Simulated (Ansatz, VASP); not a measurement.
## MgI2: VASP beside Ansatz

The input INCAR:

```
PREC     = Accurate       # precision mode
ENCUT    = 520            # plane-wave cutoff, eV
EDIFF    = 1E-6           # SCF threshold, eV
ISMEAR   = 0              # smearing method
SIGMA    = 0.05           # smearing width, eV
LREAL    = False          # projectors in reciprocal space
LASPH    = True           # aspherical terms in the spheres
NELM     = 60             # most SCF steps
ALGO     = Normal         # electronic algorithm
ISIF     = 2              # what is computed and relaxed
LWAVE    = False          # write WAVECAR
LCHARG   = False          # write CHGCAR
GGA      = PE             # functional
NBANDS   = 15             # bands
```

The input KPOINTS:

```
Automatic mesh
0
Gamma
  6 6 4
```

The input POSCAR:

```
MgI2
1.0
    4.2734827252      0.0000000000      0.0000000000
   -2.1367413626      3.7009446027      0.0000000000
    0.0000000000      0.0000000000      7.9347883382
Mg I
1 2
Direct
    0.0000000000      0.0000000000      0.0000000000
    0.3333333333      0.6666666667      0.7666648737
    0.6666666667      0.3333333333      0.2333351263
```

Input for Ansatz:

```yaml
crystal:
  lattice:
    - [4.2734827252, 0.0, 0.0]
    - [-2.1367413626, 3.7009446027, 0.0]
    - [0.0, 0.0, 7.9347883382]
  atoms:
    - { symbol: Mg, position: [0.0, 0.0, 0.0] }
    - { symbol: I, position: [0.3333333333, 0.6666666667, 0.7666648737] }
    - { symbol: I, position: [0.6666666667, 0.3333333333, 0.2333351263] }
basis:
  ecutwfc: 520.0
kpoints:
  mp_grid: { grid: [6, 6, 4] }
hamiltonian:
  xc: pbe
scf:
  occupations: { method: gaussian, width: 0.05 }
output:
  forces: true
  stress: true
  eigenvalues: true
```

Alike in both runs: task single point; functional PBE; k mesh 6 × 6 × 4; occupations gaussian, width 0.05 eV; no spin polarisation.

```csv
,VASP,Ansatz
version,VASP 6.6.1,Ansatz 0.2.0
potentials or method,"VASP PAW PBE potentials, release 64 (Mg, I)","scalar-relativistic, plane waves, PAW"
plane-wave cutoff (eV),520,520
valence electrons in the cell,16,44
```

```csv
,VASP,Ansatz,Ansatz less VASP
gap on the k mesh at the Fermi level (eV),3.10,3.11,+0.015
least direct gap on the mesh (eV),3.10,3.11,+0.015
pressure (GPa),-2.5,-2.5,+0.04
largest component of the traceless stress (GPa),1.16,1.17,+0.003
rms of the force components (eV/Å),0.374,0.370,-0.0043
```

Atom by atom the forces differ by 0.004 eV/Å (rms over components). The two sets of potentials don't hold the same shells in valence.

Caveats: spin-orbit coupling is left out, which moves the levels of the heavy elements; this functional lacks dispersion, which binds the layers, so the pressure and a relaxed spacing across them are unreliable. A k mesh can miss the band edges.
